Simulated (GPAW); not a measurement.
The system is TePb.

```xyz
2
Lattice="4.0023 0.0000 0.0000 0.0000 4.0023 0.0000 0.0000 0.0000 4.0023" Properties=species:S:1:pos:R:3 pbc="T T T"
Pb    0.0000    0.0000    0.0000
Te    2.0011    2.0011    2.0011
```

Measurements of this composition are mostly on another form, of space group No. 225.

Base run:

- Program: GPAW 26.7.0
- Functional: LDA
- Potentials or basis: the program's PAW data sets (release 1.2.1) made for this functional
- Cutoff: 600 eV
- Basis: pw
- k mesh: 7 × 7 × 7
- Occupations: gaussian, width 0.1 eV
- Spin: no spin polarisation

Its results: band gap on the k mesh none (metal or under the smearing width); pressure -4.2 GPa.

Question: The run is repeated on the same cell with these changes: functional from LDA to RPBE; occupations from gaussian, width 0.1 eV to gaussian, width 0.05 eV. What comes out?

Answer: Band gap on the k mesh none (metal or under the smearing width); pressure 1.4 GPa.
